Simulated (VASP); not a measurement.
# BaTiO3 (P4mm) in VASP: notebook

One crystal, BaTiO3, is run at these levels: PBE; tasks: single point.

All numbers are computed with VASP 6.6.1; they aren't measurements. Logs are shortened: lines on timing, memory, paths and dates and some standing lists are left out, and cuts for length are marked.

### 1 Starting point

It takes space group P4mm (No. 99, tetragonal). Conventional cell: a = 4.000 Å, b = 4.000 Å, c = 4.018 Å, α = 90.00°, β = 90.00°, γ = 90.00°. Ba (site symmetry 4mm) is surrounded by 12 O at 2.79 to 2.88 Å. Around Ti (site symmetry 4mm) lie 6 O at 1.89 to 2.13 Å. O (site symmetry 2mm) has 2 Ti at 2.00 Å as nearest neighbours. Around O (site symmetry 4mm) lie 2 Ti at 1.89 to 2.13 Å.

### 2 Single point, PBE

INCAR

```
SYSTEM = BaTiO3
PREC = Normal ; ENCUT = 460
EDIFF = 1E-7 ; ISMEAR = 0
SIGMA = 0.05 ; LREAL = .False.
LASPH = .True. ; NELM = 100
ALGO = Normal ; ISIF = 2
LWAVE = .False. ; LCHARG = .False.
GGA = PE ; NBANDS = 28
ADDGRID = .False.
```

KPOINTS

```
regular mesh
0
Gamma
  5 5 5
  0 0 0
```

POSCAR

```
BaTiO3
1.0
    3.9998000000      0.0000000000      0.0000000000
    0.0000000000      3.9998000000      0.0000000000
    0.0000000000      0.0000000000      4.0180000000
Ba Ti O
1 1 3
Direct
    0.0050340000     -0.0151990000     -0.0081960000
    0.5109990000      0.5026790000      0.4796360000
   -0.0079330000      0.4990990000      0.5319510000
    0.5087000000     -0.0034200000      0.5100070000
    0.5274750000      0.4823970000      0.0100750000
```

Potentials or basis: VASP PAW PBE potentials, release 64 (Ba_sv, Ti_sv, O).

On the command line:

```sh
cat potpaw_PBE.64/Ba_sv/POTCAR potpaw_PBE.64/Ti_sv/POTCAR potpaw_PBE.64/O/POTCAR > POTCAR
mpirun -np 1 vasp_std > vasp.out
```

OUTCAR:

```text
SYSTEM = BaTiO3
   PREC = Normal
   ENCUT = 460
   EDIFF = 1E-7
   ISMEAR = 0
   LREAL = .False.
   LASPH = .True.
   NELM = 100
   ISIF = 2
   GGA = PE

 Found     63 irreducible k-points:

 Following reciprocal coordinates:
            Coordinates               Weight
  0.000000  0.000000  0.000000      1.000000
  0.200000  0.000000  0.000000      2.000000
  0.000000  0.200000  0.000000      2.000000
  0.400000  0.000000  0.000000      2.000000
  0.000000  0.400000  0.000000      2.000000
  0.200000  0.200000  0.000000      2.000000
   k-points           NKPTS =     63   k-points in BZ     NKDIM =     63   number of bands    NBANDS=     28
   number of dos      NEDOS =    301   number of ions     NIONS =      5
   total plane-waves  NPLWV =  13824
   dimension x,y,z NGX =    24 NGY =   24 NGZ =   24
   dimension x,y,z NGXF=    48 NGYF=   48 NGZF=   48
   ions per type =               1   1   3
   NGX,Y,Z   is equivalent  to a cutoff of   9.98,  9.98,  9.93 a.u.
   NGXF,Y,Z  is equivalent  to a cutoff of  19.95, 19.95, 19.86 a.u.
 SYSTEM =  BaTiO3
   PREC   = normal    normal or accurate (medium, high low for compatibility)
   ISTART =      0    job   : 0-new  1-cont  2-samecut
   ICHARG =      2    charge: 1-file 2-atom 10-const
   ISPIN  =      1    spin polarized calculation?
   LNONCOLLINEAR =      F non collinear calculations
   LSORBIT =      F    spin-orbit coupling
   LASPH  =      T    aspherical Exc in radial PAW
   ENCUT  =  460.0 eV  33.81 Ry    5.81 a.u.   6.99  6.99  7.03*2*pi/ulx,y,z
   NELM   =    100;   NELMIN=  2; NELMDL= -5     # of ELM steps
   EDIFF  = 0.1E-06   stopping-criterion for ELM
   LREAL  =      F    real-space projection
   EDIFFG = 0.1E-05   stopping-criterion for IOM
   NSW    =      0    number of steps for IOM
   IBRION =     -1    ionic relax: 0-MD 1-quasi-New 2-CG
   NFREE  =      0    steps in history (QN), initial steepest desc. (CG)
   ISIF   =      2    stress and relaxation
   ISYM   =      2    0-nonsym 1-usesym 2-fastsym
   POTIM  = 0.5000    time-step for ionic-motion
   TEBEG  =    0.0;   TEEND  =   0.0 temperature during run
   PSTRESS=    0.0 pullay stress
   NELECT =      40.0000    total number of electrons
   NUPDOWN=      -1.0000    fix difference up-down
   EMIN   =  10.00;   EMAX   =-10.00  energy-range for DOS
   EFERMI =   0.00;   METHOD = LEGACY
   ISMEAR =     0;   SIGMA  =   0.05  broadening in eV -4-tet -1-fermi 0-gaus
   EFERMI_NEDOS =   21; number of points for ismear=-14 and -15
   IALGO  =     38    algorithm
   IMIX   =      4    mixing-type and parameters
     AMIX     =   0.40;   BMIX     =  1.00
     AMIX_MAG =   1.60;   BMIX_MAG =  1.00
  volume/ion in A,a.u.               =      12.86        86.76
  Fermi-wavevector in a.u.,A,eV,Ry     =   1.397653  2.641181 26.578078  1.953434
  Thomas-Fermi vector in A             =   2.520888
   LORBIT       =      0    0 simple, 1 ext, 2 COOP (PROOUT), +10 PAW based schemes
   GGA     = PE    functional components
   LHFCALC =     F    Hartree Fock is set to
   AEXX    =    0.0000 exact exchange contribution
   IVDW    =     0    specifies the selected vdW correction
   LEPSILON=     F    determine dielectric tensor
   LRPA    =     F    only Hartree local field effects (RPA)
 non-spin polarized calculation
 Gauss-broadening in eV      SIGMA  =   0.05
  energy-cutoff  :      460.00
  volume of cell :       64.28
 maximum number of plane-waves:      1450
   NGX = 13   NGY = 13   NGZ = 15

 number of electron      40.0000023 magnetization

 Free energy of the ion-electron system (eV)
  ---------------------------------------------------
  ext. energy  EPLUGINS =         0.00000000
  ---------------------------------------------------
  free energy    TOTEN  =       -39.88333900 eV

  energy without entropy =      -39.88333900  energy(sigma->0) =      -39.88333900

 E-fermi :   3.9809     XC(G=0): -11.2385

 val. band max:        3.6783103032   @ k =  -0.4000   0.4000   0.4000
 cond. band min:       5.6934522923   @ k =   0.0000   0.0000   0.0000
 fundamental gap:      2.0151419891
 Fermi energy:         3.9808569694

 k-point     1 :       0.0000    0.0000    0.0000
  band No.  band energies     occupation
      1     -52.7282      2.00000
      2     -28.9700      2.00000
      3     -28.9546      2.00000
      4     -28.9427      2.00000
      5     -21.0029      2.00000
      6     -13.0790      2.00000
[... 20 lines left out ...]
     27       8.9585      0.00000
     28      11.0779      0.00000

 k-point     2 :       0.2000    0.0000    0.0000
  band No.  band energies     occupation
      1     -52.7280      2.00000
      2     -28.9733      2.00000
      3     -28.9684      2.00000
      4     -28.9420      2.00000
      5     -20.9622      2.00000
      6     -13.1209      2.00000
[... 20 lines left out ...]
     27       9.6466      0.00000
     28      11.9741      0.00000

 k-point     3 :       0.0000    0.2000    0.0000
  band No.  band energies     occupation
      1     -52.7280      2.00000
      2     -28.9694      2.00000
      3     -28.9608      2.00000
      4     -28.9539      2.00000
      5     -20.9615      2.00000
      6     -13.1291      2.00000
[... 20 lines left out ...]
     27       9.6340      0.00000
     28      11.9615      0.00000

 k-point     4 :       0.4000    0.0000    0.0000
  band No.  band energies     occupation
      1     -52.7275      2.00000
      2     -29.0013      2.00000
      3     -28.9679      2.00000
      4     -28.9409      2.00000
      5     -20.8947      2.00000
      6     -13.2767      2.00000
[... 20 lines left out ...]
     27      11.0938      0.00000
     28      12.1482      0.00000

 k-point     5 :       0.0000    0.4000    0.0000
  band No.  band energies     occupation
      1     -52.7275      2.00000
      2     -28.9904      2.00000
      3     -28.9680      2.00000
      4     -28.9528      2.00000
      5     -20.8926      2.00000
      6     -13.2984      2.00000
[... 20 lines left out ...]
     27      11.0380      0.00000
     28      12.0568      0.00000

 k-point     6 :       0.2000    0.2000    0.0000
  band No.  band energies     occupation
      1     -52.7276      2.00000
      2     -28.9725      2.00000
      3     -28.9678      2.00000
      4     -28.9600      2.00000
      5     -20.9256      2.00000
      6     -13.0904      2.00000
[... 20 lines left out ...]
     27      10.3236      0.00000
     28      12.1409      0.00000

 [... further k-points ...]

------------------------ aborting loop because EDIFF is reached ----------------------------------------

  FORCE on cell =-STRESS in cart. coord.  units (eV):
  Direction    XX          YY          ZZ          XY          YZ          ZX
  --------------------------------------------------------------------------------------
  -------------------------------------------------------------------------------------
  Total        1.4377387      1.5271073      1.8685413      0.0439576     -0.0278158     -0.0554803
  in kB       35.8347246     38.0621784     46.5722041      1.0956164     -0.6932913     -1.3828116
  external PRESSURE =      40.1563690 kB  Pullay stress =       0.0000000 kB

 VOLUME and BASIS-vectors are now :
 -----------------------------------------------------------------------------
  energy-cutoff  :      460.00
  volume of cell :       64.28
      direct lattice vectors                 reciprocal lattice vectors
     3.999800000  0.000000000  0.000000000     0.250012501  0.000000000  0.000000000
     0.000000000  3.999800000  0.000000000     0.000000000  0.250012501  0.000000000
     0.000000000  0.000000000  4.018000000     0.000000000  0.000000000  0.248880040

 POSITION                                       TOTAL-FORCE (eV/Angst)
 -----------------------------------------------------------------------------------
      0.02013      3.93901      3.98507         0.135352      0.362377      0.147238
      2.04389      2.01062      1.92718         0.298817     -0.201575      0.061365
      3.96807      1.99630      2.13738         0.644396     -0.073982     -0.688505
      2.03470      3.98612      2.04921        -0.353981     -0.366074     -0.226167
      2.10979      1.92949      0.04048        -0.724585      0.279254      0.706068
 -----------------------------------------------------------------------------------
    total drift:                                0.000678     -0.000986      0.000366

  FREE ENERGIE OF THE ION-ELECTRON SYSTEM (eV)
  ---------------------------------------------------
  free  energy   TOTEN  =       -39.8833390010 eV

  energy  without entropy=      -39.8833390010  energy(sigma->0) =      -39.88333900
```

Run time: 42 s. Hardware: 1 thread of Intel Xeon Platinum 8488C (Sapphire Rapids), shared host; peak memory 0.2 GiB.

The run converged, but some of its settings lie outside the range that counts as converged, so its numbers aren't taken as properties of the crystal.

What came out:

```
Free energy            : -39.8833 eV
Pressure               : 4.0 GPa
Largest force          : 1.050 eV/Å
Band gap on the k mesh : 2.02 eV, indirect (least direct gap 2.15 eV)
```

Caveat: the cutoff is under 1.25 times the usual one of these potentials, so pressure, stress and relaxed cells hold a basis-set (Pulay) error; spin-orbit coupling is left out, which moves the levels of the heavy elements; an odd mesh through Γ misses points on the zone boundary, where band edges often lie.

### 3 Single point, PBE

INCAR

```
SYSTEM = BaTiO3
PREC = Accurate ; ENCUT = 460
EDIFF = 1E-7 ; ISMEAR = 0
SIGMA = 0.05 ; LREAL = Auto
LASPH = .True. ; NELM = 100
ALGO = Normal ; ISIF = 2
LWAVE = .False. ; LCHARG = .False.
GGA = PE ; NBANDS = 28
ADDGRID = .False.
```

KPOINTS is that of step 2.

POSCAR

```
BaTiO3
1.0
    3.9998000000      0.0000000000      0.0000000000
    0.0000000000      3.9998000000      0.0000000000
    0.0000000000      0.0000000000      4.0180000000
Ba Ti O
1 1 3
Direct
    0.0000000000      0.0000000000      0.0000000000
    0.5000000000      0.5000000000      0.4900000000
    0.0000000000      0.5000000000      0.5170000000
    0.5000000000      0.0000000000      0.5170000000
    0.5000000000      0.5000000000      0.0190000000
```

Potentials or basis: VASP PAW PBE potentials, release 64 (Ba_sv, Ti_sv, O).

On the command line:

```sh
cat potpaw_PBE.64/Ba_sv/POTCAR potpaw_PBE.64/Ti_sv/POTCAR potpaw_PBE.64/O/POTCAR > POTCAR
mpirun -np 1 vasp_std > vasp.out
```

OUTCAR:

```text
SYSTEM = BaTiO3
   PREC = Accurate
   ENCUT = 460
   EDIFF = 1E-7
   ISMEAR = 0
   LREAL = Auto
   LASPH = .True.
   NELM = 100
   ISIF = 2
   GGA = PE

 Found     18 irreducible k-points:

 Following reciprocal coordinates:
            Coordinates               Weight
  0.000000  0.000000  0.000000      1.000000
  0.200000  0.000000  0.000000      4.000000
  0.400000  0.000000  0.000000      4.000000
  0.200000  0.200000  0.000000      4.000000
  0.400000  0.200000  0.000000      8.000000
  0.400000  0.400000  0.000000      4.000000
   k-points           NKPTS =     18   k-points in BZ     NKDIM =     18   number of bands    NBANDS=     28
   number of dos      NEDOS =    301   number of ions     NIONS =      5
   total plane-waves  NPLWV =  21952
   dimension x,y,z NGX =    28 NGY =   28 NGZ =   28
   dimension x,y,z NGXF=    56 NGYF=   56 NGZF=   56
   ions per type =               1   1   3
   NGX,Y,Z   is equivalent  to a cutoff of  11.64, 11.64, 11.59 a.u.
   NGXF,Y,Z  is equivalent  to a cutoff of  23.28, 23.28, 23.17 a.u.
 SYSTEM =  BaTiO3
   PREC   = accura    normal or accurate (medium, high low for compatibility)
   ISTART =      0    job   : 0-new  1-cont  2-samecut
[... 58 lines left out ...]

 val. band max:        3.6865254276   @ k =   0.4000   0.4000   0.4000
 cond. band min:       5.6165188963   @ k =   0.0000   0.0000   0.0000
 fundamental gap:      1.9299934687
 Fermi energy:         3.9493095808

 k-point     1 :       0.0000    0.0000    0.0000
  band No.  band energies     occupation
      1     -52.7564      2.00000
      2     -28.9985      2.00000
      3     -28.9692      2.00000
      4     -28.9692      2.00000
      5     -21.0131      2.00000
      6     -13.0731      2.00000
[... 175 lines left out ...]
     27      11.9990      0.00000
     28      13.4338      0.00000

 [... further k-points ...]

------------------------ aborting loop because EDIFF is reached ----------------------------------------

  FORCE on cell =-STRESS in cart. coord.  units (eV):
  Direction    XX          YY          ZZ          XY          YZ          ZX
  --------------------------------------------------------------------------------------
  -------------------------------------------------------------------------------------
  Total        1.2386778      1.2386778      1.6434567      0.0000000     -0.0000000      0.0000000
  in kB       30.8732568     30.8732568     40.9621138      0.0000000     -0.0000000      0.0000000
  external PRESSURE =      34.2362091 kB  Pullay stress =       0.0000000 kB

 VOLUME and BASIS-vectors are now :
 -----------------------------------------------------------------------------
  energy-cutoff  :      460.00
  volume of cell :       64.28
      direct lattice vectors                 reciprocal lattice vectors
     3.999800000  0.000000000  0.000000000     0.250012501  0.000000000  0.000000000
     0.000000000  3.999800000  0.000000000     0.000000000  0.250012501  0.000000000
     0.000000000  0.000000000  4.018000000     0.000000000  0.000000000  0.248880040

 POSITION                                       TOTAL-FORCE (eV/Angst)
 -----------------------------------------------------------------------------------
      0.00000      0.00000      0.00000         0.000000      0.000000      0.074482
      1.99990      1.99990      1.96882         0.000000     -0.000000     -0.130751
      0.00000      1.99990      2.07731         0.000000      0.000000     -0.112396
      1.99990      0.00000      2.07731         0.000000      0.000000     -0.112396
      1.99990      1.99990      0.07634         0.000000     -0.000000      0.281061
 -----------------------------------------------------------------------------------
    total drift:                                0.000000      0.000000      0.001472

  FREE ENERGIE OF THE ION-ELECTRON SYSTEM (eV)
  ---------------------------------------------------
  free  energy   TOTEN  =       -39.9889668555 eV

  energy  without entropy=      -39.9889668555  energy(sigma->0) =      -39.98896686
```

stdout:

```text
POSCAR found type information on POSCAR BaTiO
 POSCAR found :  3 types and       5 ions
 scaLAPACK will be used
 -----------------------------------------------------------------------------
|                                                                             |
|                                                                             |
|     You have a (more or less) 'small supercell' and for smaller cells       |
|     it is recommended to use the reciprocal-space projection scheme!        |
|     The real-space optimization is not efficient for small cells and it     |
|     is also less accurate ...                                               |
|     Therefore, set LREAL=.FALSE. in the INCAR file.                         |
|                                                                             |
 -----------------------------------------------------------------------------

 LDA part: xc-table for (Slater+PW92), standard interpolation
 POSCAR, INCAR and KPOINTS ok, starting setup
 FFT: planning ... GRIDC
 FFT: planning ... GRID_SOFT
 FFT: planning ... GRID
 WAVECAR not read
 entering main loop
```

Wall time 41 s (1 thread of Intel Xeon Platinum 8488C (Sapphire Rapids), shared host); peak memory 0.17 GiB.

These settings aren't checked as converged: the numbers below hold their error.

Results:

* Free energy: -39.9890 eV
* Pressure: 3.4 GPa
* Largest force: 0.281 eV/Å
* Band gap on the k mesh: 1.93 eV, indirect (least direct gap 2.06 eV)

Caveat: the cutoff is under 1.25 times the usual one of these potentials, so pressure, stress and relaxed cells hold a basis-set (Pulay) error; spin-orbit coupling is left out, which moves the levels of the heavy elements; an odd mesh through Γ misses points on the zone boundary, where band edges often lie.

(Continued in part 2 of 2.)
